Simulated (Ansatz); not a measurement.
# ZrS2: the cost of one run

Computed with Ansatz 0.2.0 (DFT PBE+D3(BJ), scalar-relativistic, plane waves, PAW, unless a step's input says otherwise).

3 further runs of the same task are left out: 3 set aside as unsound or not needed.

## Step 1: The starting structure

The structure is trigonal, space group P-3m1 (No. 164). Conventional cell: a = 3.635 Å, b = 3.635 Å, c = 5.720 Å, α = 90.00°, β = 90.00°, γ = 120.00°. Zr (site symmetry -3m) is surrounded by 6 S at 2.56 Å. Around S (site symmetry 3m) lie 3 Zr at 2.56 Å.

As a file:

```xyz
3
Lattice="3.6346 0.0000 0.0000 -1.8173 3.1477 0.0000 0.0000 0.0000 5.7202" Properties=species:S:1:pos:R:3 pbc="T T T"
Zr    0.0000    0.0000    0.0000
S     0.0000    2.0984    1.4606
S     1.8173    1.0492    4.2597
```

This cell was relaxed beforehand with the same method: volume 21.81 Å³/atom, gap on the mesh 0.66 eV.

## Step 2: Relaxing at 1 GPa

What is minimised here is the enthalpy; the energy can go up as the cell is squeezed.

input.yaml

```yaml
crystal:
  lattice:
    - [3.6346068121, 0.0, 0.0]
    - [-1.817303406, 3.147661832, 0.0]
    - [0.0, 0.0, 5.720213245]
  atoms:
    - { symbol: Zr, position: [0.0, 0.0, 0.0] }
    - { symbol: S, position: [0.3333333333, 0.6666666667, 0.2553325927] }
    - { symbol: S, position: [0.6666666667, 0.3333333333, 0.7446674073] }
basis:
  ecutwfc: 420
kpoints:
  mp_grid: { grid: [12, 12, 6] }
hamiltonian:
  xc: pbe
  dispersion: d3bj
scf:
  occupations: { method: fixed }
output:
  forces: true
  stress: true
  eigenvalues: true
relax:
  adjacent_minimum: "off"
  f_tol: 0.001
  max_steps: 60
  cell: { stress_tol: 0.02, p_target: 1.0 }
```

Run with:

```sh
> ansatz run input.yaml --threads 1 --pin off --max-ram 3072MiB --backend cpu --events-out ev --progress --plain --runs-dir out
```

**Question.** How long does this run take on 1 thread of Intel Xeon Platinum 8259CL at 2.50GHz (Skylake/Cascade Lake), shared host, and how much memory does it need?

About 44 s, with a peak of 0.46 GiB.
